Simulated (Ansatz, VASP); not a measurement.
# Cross-check of GaAs between VASP and Ansatz

Wanted: the spread between two codes on one cell, functional and k mesh. The cell is taken from a series of VASP runs on this material, whose earlier steps may have relaxed, scaled or displaced it; both programs get it as it stands.

Main program and level: Ansatz 0.2.0; plane waves, with VASP 6.6.1 beside it; relaxation of cell and atoms at r2SCAN.

**1. The structure**

The structure is cubic, space group F-43m (No. 216). The conventional cell has a = 5.654 Å, b = 5.654 Å, c = 5.654 Å, α = 90.00°, β = 90.00°, γ = 90.00°. Nearest to As lie 4 Ga at 2.45 Å. Ga has 4 As at 2.45 Å nearest. Farther neighbours are not listed.

**2. Ansatz: relaxation of cell and atoms, r2SCAN**

Ansatz runs on its default PAW (the set named soft_2) files.

The relaxed volume is the usual yardstick between codes: its relative difference is about their pressure difference at one cell divided by the bulk modulus.

File input.yaml:

```yaml
crystal:
  lattice:
    - [0.0, 2.82685, 2.82685]
    - [2.82685, 0.0, 2.82685]
    - [2.82685, 2.82685, 0.0]
  atoms:
    - { symbol: As, position: [0.75, 0.75, 0.75] }
    - { symbol: Ga, position: [0.0, 0.0, 0.0] }
hamiltonian:
  xc: r2scan
  pseudopotentials: { kind: paw }
kpoints:
  mp_grid: { grid: [6, 6, 6] }
scf:
  occupations: { method: gaussian, width: 0.03 }
relax:
  f_tol: 0.01
  max_steps: 60
  cell: { stress_tol: 0.05 }
output:
  forces: true
  stress: true
```

On the command line:

```console
$ ansatz run input.yaml --threads 4 --pin off --max-ram 9216MiB --backend cpu --events-out ev --progress --plain --runs-dir out
```

Numbers of over 12 decimals in the logs are rounded to 6 here.

The log of the run:

```text
Engine: ansatz 0.2.0, aarch64-unknown-linux-gnu
Pseudopotentials: kind: paw
Pseudopotential: As, paw, valence charge 15, recommended cutoff 500 eV (meta_gga), As.paw.azcp
Pseudopotential: Ga, paw, valence charge 13, recommended cutoff 500 eV (meta_gga), Ga.paw.azcp
Functional definition: r2SCAN
  parameter k0 = 0.174
  parameter k1 = 0.065
  parameter a1 = 4.9479
  exchange = r2scan_x(k0 = k0, k1 = k1, a1 = a1)
  correlation = r2scan_c
Crystal: 2 atoms, lattice volume = 45.179 Å³
Basis set: ecut = 500 eV, 1139 PW (Γ), exchange–correlation on 120×120×120 points (64 copies of the dense FFT grid, shifted against one another)
Bands: 18, of which v1, the nominal top of the filled ones, is band 14 counted from 1 (13 counted from 0)
Symmetry: 24 space group operations
Space group: F-43m (ITA 216), of the structure as read, at distance tolerance 3.6e-5 Å
k-points: 16 of 216 (time reversal used)
Non-local potential: As, projectors of the file, l = 0: 2, l = 1: 2, l = 2: 3, l = 3: 1
Non-local potential: Ga, projectors of the file, l = 0: 2, l = 1: 2, l = 2: 3, l = 3: 1
PAW form: soft (Blöchl's): semilocal exchange-correlation on the pseudo side does not see the compensation charge
PAW frozen core: As, regenerated for the run's functional (the file was generated under x = pbe(κ = 0.804, μ = 0.219515), c = pbe(β = 0.066725))
PAW frozen core: Ga, regenerated for the run's functional (the file was generated under x = pbe(κ = 0.804, μ = 0.219515), c = pbe(β = 0.066725))
PAW one-centre angular grid: As, 590 points (default); XC on 160 Gauss nodes
PAW one-centre angular grid: Ga, 590 points (default); XC on 160 Gauss nodes
Initial density: superposition of atomic densities (neutral atoms: chi_scale 0, normalization atom), corrected by the library's trained network
Initial wavefunctions: pseudopotential atomic-orbital guess
Functional: x = r2scan, c = r2scan; τ floored in thin density (d = 2e-4 eV/Å³)
SCF iter   1: F=—  HF=-8655.726951 eV  |F-HF|=—  |Δ(HF+E_count)|=         —  Δρ=8.16e-3  dr2=1.11e-2  dr2_τ=4.55e-3  ethr=1.77e-3  ⟨swp⟩=5.9  Hψ=1378  notcnv=0
preconditioner: auto → none  [insulator: Δε(μ)=0.949 eV  Ē_g=16.340 eV  σ=0.030 eV  W_gap=1.00  n_scr=14 (ndim 8)  ℏωp=23.4 eV  f_vac=0.090  D(μ)=0.00/eV (n_scr^D=0)  ε∞_Penn≈3.1]
SCF iter   2: F=—  HF=-8655.737138 eV  |F-HF|=—  |Δ(HF+E_count)|=   1.02e-2  Δρ=1.75e-3  dr2=1.43e-3  dr2_τ=3.66e-5  ethr=3.95e-5  ⟨swp⟩=2.1  Hψ=706  notcnv=0
SCF iter   3: F=—  HF=-8655.736812 eV  |F-HF|=—  |Δ(HF+E_count)|=   3.26e-4  Δρ=1.60e-3  dr2=4.12e-4  dr2_τ=3.80e-6  ethr=5.10e-6  ⟨swp⟩=2.0  Hψ=495  notcnv=0
SCF iter   4: F=—  HF=-8655.737016 eV  |F-HF|=—  |Δ(HF+E_count)|=   2.04e-4  Δρ=3.14e-4  dr2=3.02e-5  dr2_τ=5.56e-7  ethr=1.47e-6  ⟨swp⟩=2.7  Hψ=541  notcnv=0
SCF iter   5: F=—  HF=-8655.737002 eV  |F-HF|=—  |Δ(HF+E_count)|=   1.43e-5  Δρ=4.92e-5  dr2=1.23e-6  dr2_τ=1.10e-8  ethr=1.08e-7  ⟨swp⟩=2.0  Hψ=512  notcnv=0
SCF iter   6: F=—  HF=-8655.737002 eV  |F-HF|=—  |Δ(HF+E_count)|=   4.14e-7  Δρ=1.60e-5  dr2=1.51e-7  dr2_τ=2.52e-9  ethr=4.41e-9  ⟨swp⟩=2.0  Hψ=512  notcnv=0
SCF iter   7: F=-8655.737001 eV  HF=-8655.737001 eV  |F-HF|=3.35e-9  |Δ(HF+E_count)|=   1.71e-8  Δρ=3.87e-6  dr2=8.73e-9  dr2_τ=4.75e-11  ethr=3.57e-10  ⟨swp⟩=4.0  Hψ=867  notcnv=0
SCF 1 converged in 7 iterations: F = -8655.737001 eV  dr2 = 8.73e-9
  greatest PAW one-centre occupation: 0.999 electrons in one spin orbital (limit 2), on the As atom at site 0 (counted from 0), in its partial waves of l = 2
relax step   1: F+E_penalty+E_count = -8655.73700149 eV  Δ(F+E_penalty+E_count) = +0.000e0 eV  max|allowed force component| = 1.278e-16 eV/Å  Δτ_max = 0.0000 Å  P = +0.496 GPa  Ω = 45.179 Å³  (7 SCF iters, dr2 threshold 1.00e-7 eV, accepted)
[...]
relax step   2: F+E_penalty+E_count = -8655.73739504 eV  Δ(F+E_penalty+E_count) = -3.935e-4 eV  max|allowed force component| = 1.829e-17 eV/Å  Δτ_max = 0.0000 Å  P = +0.064 GPa  Ω = 45.443 Å³  energy of the carried Pulay correction = -6.464e-5 eV  (4 SCF iters, dr2 threshold 2.00e-7 eV, accepted)
[...]
relax step   3: F+E_penalty+E_count = -8655.73739343 eV  Δ(F+E_penalty+E_count) = +1.615e-6 eV  max|allowed force component| = 4.510e-17 eV/Å  Δτ_max = 0.0000 Å  P = +0.001 GPa  Ω = 45.482 Å³  energy of the carried Pulay correction = -7.427e-5 eV  (4 SCF iters, dr2 threshold 1.03e-8 eV, accepted)
[...]
relax step   4: F+E_penalty+E_count = -8655.73744992 eV  Δ(F+E_penalty+E_count) = -5.649e-5 eV  max|allowed force component| = 3.643e-17 eV/Å  Δτ_max = 0.0000 Å  P = +0.002 GPa  Ω = 45.482 Å³  stress off target by 1.99e-3 GPa  SCF on the basis re-selected at this cell (its energy is not comparable with the rows above)  (5 SCF iters)
basis re-selected at this cell: Δ(F+E_penalty+E_count) = -5.649e-5 eV, ΔP = +0.001 GPa vs the last step (what re-selecting the basis moved, of the pressure what is left beyond the Pulay correction that the steps carried, after the strain that the cell walked since its last selection, with what the two solves' SCF thresholds leave and, on support functions, any second-order correction that the steps lacked; it is no m [...]
SCF converged after 5 iterations
Free energy (F): -8655.737450 eV
Harris-Foulkes:  -8655.737450 eV  (|F-HF|=1.82e-12)
Internal energy: -8655.737450 eV  (E = F + TS)
E sigma→0 (E₀):  -8655.737450 eV
Fermi energy:    8.334104 eV
--- Per-component energies (eV) ---
  E_band       = -333.105217
  E_kinetic    = 218.479030
  E_local      = -3929.184385  (includes V_loc(G=0)·N_el)
  E_nonlocal   = -242.813118
  E_hartree    = 1981.290393
  E_xc         = -136.525384
  E_vxc        = -143.792895  (∫ρ·V_xc dr)
  E_paw        = -3852.146463  (= ΣΔE_a)
  E_vpaw       = -205.878965  (= ΣTr[D̂ρ^β])
  E_aug_tail   = -0.000044  (compensation charges beyond the density's cutoff)
  E_vtau       = 7.504354  (kinetic-family band-sum trace: ∫τ·v_τ [+ j·A + Jᵃ·Aᵃ] dr)
  E_ewald      = -2692.727002
  E_core_change = -2.110478  (= ΣΔE_core)
  E_smearing   = -0.000000  (= −TS)
  E_closure    = -0.000000  (closes the sum)
  Σ components = -8655.737450   (vs F -8655.737450, Δ=0.00e0)
--- Forces (eV/Å), atoms counted from 1 ---
  atom   1  As     0.00000000    -0.00000000     0.00000000
  atom   2  Ga    -0.00000000     0.00000000     0.00000000
  max |Σ_I F_I| component: 5.67e-17 eV/Å
--- Stress (GPa, compression-positive) ---
        0.001994       0.000000       0.000000
        0.000000       0.001994       0.000000
        0.000000       0.000000       0.001994
  P = ⅓ Tr σ = 0.0020 GPa (0.020 kbar)
--- Relaxed structure (3 steps of the walk, 3 accepted, 1 SCFs on fresh bases) ---
  F+E_penalty+E_count = -8655.73744992 eV   max|allowed force component| = 3.643e-17 eV/Å   (the final SCF, on the basis selected at the relaxed cell)
  cell:  # Å, volume = 45.4819 Å³
    - [0.0, 2.833150, 2.833150]
    - [2.833150, 0, 2.833150]
    - [2.833150, 2.833150, 0]
  atoms:
    - { symbol: As, position: [0.750000, 0.750000, 0.750000] }
    - { symbol: Ga, position: [0, 0, 0] }
```

Elapsed: 6 s, on 4 threads of Arm Neoverse N1, shared host; peak memory 0.46 GiB.

**3. VASP: relaxation of cell and atoms, r2SCAN**

The same cell, functional, mesh and smearing now go to VASP, with its own data sets and cutoff.

Lines of VASP's logs that name or quote its potential files are left out, and so is its time.

File INCAR:

```
SYSTEM = GaAs
PREC = Accurate
ENCUT = 450
EDIFF = 1E-06
NELM = 100
ISMEAR = 0
SIGMA = 0.03
LREAL = .FALSE.
ALGO = Normal
METAGGA = R2SCAN
LASPH = .TRUE.
NBANDS = 15
LORBIT = 11
LWAVE = .FALSE.
LCHARG = .FALSE.
KPAR = 2
IBRION = 2
NSW = 50
ISIF = 3
EDIFFG = -0.01
```

File POSCAR:

```
GaAs
1.0
    0.0000000000      2.8268500000      2.8268500000
    2.8268500000      0.0000000000      2.8268500000
    2.8268500000      2.8268500000      0.0000000000
As Ga
1 1
Direct
    0.7500000000      0.7500000000      0.7500000000
    0.0000000000      0.0000000000      0.0000000000
```

File KPOINTS:

```
Automatic mesh
0
Gamma
6 6 6
0 0 0
```

The projector-augmented-wave data sets are As and Ga_d (PBE family, release 64).

On the command line:

```console
$ mpirun -np 2 vasp_std
```

The log of the run:

```text
[banner, memory and clock lines left out]
running    2 mpi-ranks, on    1 nodes
 distrk:  each k-point on    1 cores,    2 groups
 distr:  one band on    1 cores,    1 groups

 POSCAR found type information on POSCAR AsGa
 POSCAR found :  2 types and       2 ions
|                                                                             |
|               ----> ADVICE to this user running VASP <----                  |
|                                                                             |
|     You enforced a specific xc type in the INCAR file but a different       |
|     [... a line on the potential file left out ...]
|     I HOPE YOU KNOW WHAT YOU ARE DOING!                                     |
|                                                                             |

 LDA part: xc-table for (None), standard interpolation
 POSCAR, INCAR and KPOINTS ok, starting setup
 FFT: planning ... GRIDC
 FFT: planning ... GRID_SOFT
 FFT: planning ... GRID
 WAVECAR not read
 entering main loop
       N       E                     dE             d eps       ncg     rms          rms(c)
DAV:   1     0.610694330352E+02    0.61069E+02   -0.88293E+03   496   0.157E+03
DAV:   2    -0.227555861921E+02   -0.83825E+02   -0.80223E+02   550   0.310E+02
DAV:   3    -0.290138699462E+02   -0.62583E+01   -0.62365E+01   578   0.681E+01
DAV:   4    -0.291140787690E+02   -0.10021E+00   -0.10019E+00   571   0.984E+00
DAV:   5    -0.291154233485E+02   -0.13446E-02   -0.13446E-02   592   0.103E+00    0.319E+00
DAV:   6    -0.270381806120E+02    0.20772E+01   -0.52327E-01   564   0.139E+01    0.192E+00
DAV:   7    -0.270308295718E+02    0.73510E-02   -0.17347E-01   564   0.359E+00    0.875E-01
DAV:   8    -0.270344613514E+02   -0.36318E-02   -0.83463E-03   564   0.758E-01    0.326E-01
DAV:   9    -0.270348977376E+02   -0.43639E-03   -0.13754E-03   565   0.425E-01    0.467E-02
DAV:  10    -0.270349087991E+02   -0.11062E-04   -0.12643E-04   571   0.812E-02    0.226E-02
DAV:  11    -0.270349052506E+02    0.35484E-05   -0.16028E-05   585   0.291E-02    0.229E-03
DAV:  12    -0.270349046739E+02    0.57675E-06   -0.54046E-07   464   0.113E-02
   1 F= -.27034905E+02 E0= -.27034905E+02  d E =-.270349E+02
 curvature:   0.00 expect dE= 0.000E+00 dE for cont linesearch  0.000E+00
 trial: gam= 0.00000 g(F)=  0.730E-44 g(S)=  0.170E-02 ort = 0.000E+00 (trialstep = 0.100E+01)
 search vector abs. value=  0.170E-02
 bond charge predicted
       N       E                     dE             d eps       ncg     rms          rms(c)
DAV:   1    -0.270529489967E+02   -0.18044E-01   -0.22189E-01   585   0.906E+00    0.775E-01
DAV:   2    -0.270392723358E+02    0.13677E-01   -0.20572E-02   592   0.310E+00    0.368E-01
DAV:   3    -0.270355211406E+02    0.37512E-02   -0.41921E-03   606   0.137E+00    0.729E-02
DAV:   4    -0.270351760481E+02    0.34509E-03   -0.56193E-04   588   0.380E-01    0.170E-02
DAV:   5    -0.270351817207E+02   -0.56726E-05   -0.27070E-05   636   0.703E-02    0.139E-02
DAV:   6    -0.270351859072E+02   -0.41865E-05   -0.99709E-06   642   0.422E-02    0.303E-03
DAV:   7    -0.270351841224E+02    0.17848E-05   -0.15887E-06   457   0.190E-02    0.373E-03
DAV:   8    -0.270351861298E+02   -0.20074E-05   -0.23801E-07   289   0.501E-03    0.282E-04
DAV:   9    -0.270351858545E+02    0.27537E-06   -0.37575E-08   303   0.212E-03
   2 F= -.27035186E+02 E0= -.27035186E+02  d E =-.281181E-03
 trial-energy change:   -0.000281  1 .order   -0.000387   -0.001697    0.000923
 step:   0.5891(harm=  0.6476)  dis= 0.00000  next Energy=   -27.035383 (dE=-0.478E-03)
 bond charge predicted
       N       E                     dE             d eps       ncg     rms          rms(c)
DAV:   1    -0.270383470573E+02   -0.31609E-02   -0.36973E-02   592   0.363E+00    0.320E-01
DAV:   2    -0.270360599987E+02    0.22871E-02   -0.35711E-03   592   0.136E+00    0.151E-01
DAV:   3    -0.270354577145E+02    0.60228E-03   -0.65750E-04   606   0.547E-01    0.314E-02
DAV:   4    -0.270353939205E+02    0.63794E-04   -0.90748E-05   581   0.145E-01    0.655E-03
DAV:   5    -0.270353911526E+02    0.27679E-05   -0.35040E-06   578   0.225E-02    0.543E-03
DAV:   6    -0.270353867348E+02    0.44178E-05   -0.13214E-06   310   0.159E-02    0.112E-03
DAV:   7    -0.270353872188E+02   -0.48402E-06   -0.20344E-07   303   0.575E-03
   3 F= -.27035387E+02 E0= -.27035387E+02  d E =-.482545E-03
 curvature:  -0.31 expect dE=-0.276E-05 dE for cont linesearch -0.276E-05
 trial: gam=-0.06669 g(F)=  0.730E-43 g(S)=  0.876E-05 ort = 0.122E-03 (trialstep = 0.918E+00)
 search vector abs. value=  0.453E-07
 reached required accuracy - stopping structural energy minimisation
```

From OUTCAR (step 3):

```text
ion  position               nearest neighbor table
   1  0.750  0.750  0.750-   2 2.45   2 2.45   2 2.45   2 2.45
   2  0.000  0.000  0.000-   1 2.45   1 2.45   1 2.45   1 2.45

  LATTYP: Found a face centered cubic cell.
 ALAT       =     5.6537000000

 Subroutine GETGRP returns: Found 24 space group operations
 (whereof 24 operations were pure point group operations)

The static configuration has the point symmetry T_d .

 Found     16 irreducible k-points:

   k-points           NKPTS =     16   k-points in BZ     NKDIM =     16   number of bands    NBANDS=     15

   dimension x,y,z NGX =    28 NGY =   28 NGZ =   28
   dimension x,y,z NGXF=    56 NGYF=   56 NGZF=   56

   ENCUT  =  450.0 eV  33.07 Ry    5.75 a.u.   6.91  6.91  6.91*2*pi/ulx,y,z

   NELECT =      18.0000    total number of electrons

 k-points in reciprocal lattice and weights: Automatic mesh
   0.00000000  0.00000000  0.00000000       0.005
   0.16666667  0.00000000  0.00000000       0.037
   0.33333333  0.00000000  0.00000000       0.037
   0.50000000  0.00000000  0.00000000       0.019
   0.16666667  0.16666667  0.00000000       0.028
   0.33333333  0.16666667  0.00000000       0.111
   0.50000000  0.16666667  0.00000000       0.111
  -0.33333333  0.16666667  0.00000000       0.111
  -0.16666667  0.16666667  0.00000000       0.056
[...]
-0.33333333  0.33333333  0.16666667       0.111
  -0.33333333  0.50000000  0.16666667       0.056

 average (electrostatic) potential at core
       1 -54.9558       2 -71.3127

 E-fermi :   3.8195

 k-point     1 :       0.0000    0.0000    0.0000
  band No.  band energies     occupation
    ...
      5     -11.5220      2.00000
      6      -9.5377      2.00000
      7       3.6242      2.00000
      8       3.6242      2.00000
      9       3.6242      2.00000
     10       4.5672      0.00000
     11       7.6595      0.00000
     12       7.6596      0.00000
     13       7.6596      0.00000
     14      11.8432      0.00000
    ...

 k-point     2 :       0.1667    0.0000    0.0000
  band No.  band energies     occupation
    ...
      5     -11.5222      2.00000
      6      -9.2034      2.00000
      7       0.9305      2.00000
      8       3.2360      2.00000
      9       3.2360      2.00000
     10       5.6064      0.00000
     11       8.2240      0.00000
     12       8.2241      0.00000
     13       8.6987      0.00000
     14      13.1752      0.00000
    ...

 k-point     3 :       0.3333    0.0000    0.0000
  band No.  band energies     occupation
    ...
      5     -11.5204      2.00000
      6      -8.3439      2.00000
      7      -1.8479      2.00000
      8       2.6722      2.00000
      9       2.6723      2.00000
     10       5.1831      0.00000
     11       8.6644      0.00000
     12       8.6645      0.00000
     13      11.3777      0.00000
     14      13.0088      0.00000
    ...

  Total        0.0110014      0.0110014      0.0110014      0.0000000     -0.0000000     -0.0000000
  in kB        0.3876029      0.3876029      0.3876029      0.0000000     -0.0000000     -0.0000000
  external PRESSURE =       0.3876029 kB  Pullay stress =       0.0000000 kB

  energy-cutoff  :      450.00
  volume of cell :       45.47
      direct lattice vectors                 reciprocal lattice vectors
    -0.000000000  2.833000659  2.833000659    -0.176491311  0.176491311  0.176491311
     2.833000659  0.000000000  2.833000659     0.176491311 -0.176491311  0.176491311
     2.833000659  2.833000659  0.000000000     0.176491311  0.176491311 -0.176491311

 POSITION                                       TOTAL-FORCE (eV/Angst)
 -----------------------------------------------------------------------------------
      4.24950      4.24950      4.24950        -0.000000     -0.000000     -0.000000
     -0.00000      0.00000      0.00000         0.000000      0.000000      0.000000
 -----------------------------------------------------------------------------------
    total drift:                                0.000013      0.000013      0.000013

  FREE ENERGIE OF THE ION-ELECTRON SYSTEM (eV)
  ---------------------------------------------------
  free  energy   TOTEN  =       -27.0353872188 eV

  energy  without entropy=      -27.0353872188  energy(sigma->0) =      -27.03538722

 reached required accuracy - stopping structural energy minimisation

 total charge
# of ion       s       p       d       tot
------------------------------------------
    1        1.201   1.640   0.032   2.873
    2        0.844   0.791   9.998  11.633
--------------------------------------------------
tot          2.045   2.431  10.030  14.506

[... 3 further parts left out ...]
```

CONTCAR:

```
GaAs
   1.00000000000000
    -0.0000000000000000    2.8330006590163972    2.8330006590163972
     2.8330006590163972    0.0000000000000000    2.8330006590163972
     2.8330006590163972    2.8330006590163972    0.0000000000000000
  As              Ga
     1     1
Direct
     0.7500000000000000    0.7500000000000000    0.7500000000000000
     0.0000000000000000    0.0000000000000000    0.0000000000000000
```

**4. Comparison**

Known differences besides the potentials themselves: VASP keeps PBE cores, Ansatz makes them for the functional; both relaxations stop at a tolerance, which leaves soft axes loose, and VASP keeps its plane-wave basis; the data sets hold 28 valence electrons in Ansatz (default PAW (the set named soft_2) files) and 18 in VASP; the cutoff is 500 eV in Ansatz and 450 eV in VASP; Ansatz adds a Pulay correction to the stress that steers its cell, VASP none. Total energies have different zeros and are not compared.

Compared:

| quantity | Ansatz | VASP | difference |
| --- | --- | --- | --- |
| volume (Å³) | 45.48 | 45.47 | +0.02 % |
| edge a after relaxation, in the typed setting (Å) | 4.007 | 4.006 | +0.00 % |

The walks stopped with 0.00 GPa left in Ansatz and 0.04 GPa in VASP; each walk ends within a tolerance, so the volume difference is uncertain by about these residues over the bulk modulus, most in soft cells.

**5. Results**

```
difference in volume (relaxation of cell and atoms, r2SCAN) : 0.016 %
```

**Reading.** The difference in volume is 0.016 % (relaxation of cell and atoms, r2SCAN), within the 1.2 % picked in this series as the mark of a large difference, as far as the stopping tolerances let one tell. How closely two codes agree says nothing of how well the functional describes the real material.

[Lines on the potential files, build, host, timing and source positions are cut from VASP's logs without a mark.]

[Logs are printed without paths, hosts, clocks, repeated set-up lines and the standing remarks that a program may print on its own settings, such as how far it seeks lower states.]

[Hosts, paths, dates, database ids (printed as entryN), source tags and the programs' standing remarks are cut or masked in the printed files.]
